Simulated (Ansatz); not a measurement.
RbBr, DFT, PBEsol, all-electron PAW with datasets made for the crystal, scalar-relativistic (Ansatz 0.2.0), run on 1 thread of Arm Neoverse V2 on a shared host.

The geometry is COD entry 1010048, unchecked; take it as a test cell. It is an old determination, and later ones may differ. The listed cell was then made from it by scaling, straining or moving an atom.

Command: `ansatz run input.yaml --threads 1 --pin off --max-ram 3072MiB --backend cpu --events-out ev --progress --plain --runs-dir out`

```yaml
crystal:
  lattice:
    - [-0.034275, 3.4103625, 3.4103625]
    - [3.4103625, -0.034275, 3.4103625]
    - [3.4103625, 3.4103625, -0.034275]
  atoms:
    - { symbol: Rb, position: [0.0, 0.0, 0.0] }
    - { symbol: Br, position: [0.5, 0.5, 0.5] }
kpoints:
  mp_grid: { grid: [7, 7, 7] }
scf:
  occupations: { method: fermi_dirac, width: 0.03 }
hamiltonian:
  xc: pbesol
  pseudopotentials: { kind: all_electron, datasets: crystal }
output:
  forces: true
  stress: true
  eigenvalues: true
  efg: { contact_densities: true }
```

Q: How large is the problem that the program sets up?

A: 44 irreducible k-points, 531 plane waves at Γ, 12 bands.

Q: About how long does it take, and how much memory does it use?

A: 4.3 s of wall time for 7 SCF iterations, with a peak of 0.39 GiB. Times on shared machines scatter by tens of per cent.

Q: And the same cell and mesh by PAW with the default files, asked for forces, stress, eigenvalues, efg, on the same hardware?

A: 3.8 s, peak memory 0.37 GiB.
